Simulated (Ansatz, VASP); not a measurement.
One calculation of Nb, two programs

```
Nb
1.0
     2.98290    0.00000    0.00000
     0.00000    4.21846    0.00000
     0.00000    0.00000   19.81277
Nb
4
Direct
  0.50000 0.50000 0.20189
  0.00000 0.00000 0.27717
  0.50000 0.50000 0.35696
  0.00000 0.00000 0.41957
```

Alike in both runs: task single point; functional PBE; k mesh 9 × 6 × 1; occupations gaussian, width 0.1 eV; no spin polarisation.

|  | VASP | Ansatz |
| --- | --- | --- |
| version | VASP 6.6.1 | Ansatz 0.2.0 |
| potentials or method | VASP PAW PBE potentials, release 64 (Nb_sv) | scalar-relativistic, plane waves, PAW |
| plane-wave cutoff (eV) | 520 | 420 |
| valence electrons in the cell | 52 | 52 |

|  | VASP | Ansatz | Ansatz less VASP |
| --- | --- | --- | --- |
| gap on the k mesh at the Fermi level (eV) | none | none | - |
| rms of the force components (eV/Å) | 0.559 | 0.555 | -0.0038 |

Atom by atom the forces differ by 0.012 eV/Å (rms over components). A gap of «none» marks a metal or a gap that the smearing closes. With one functional, cell and mesh, what is left measures potentials, basis and numerics.
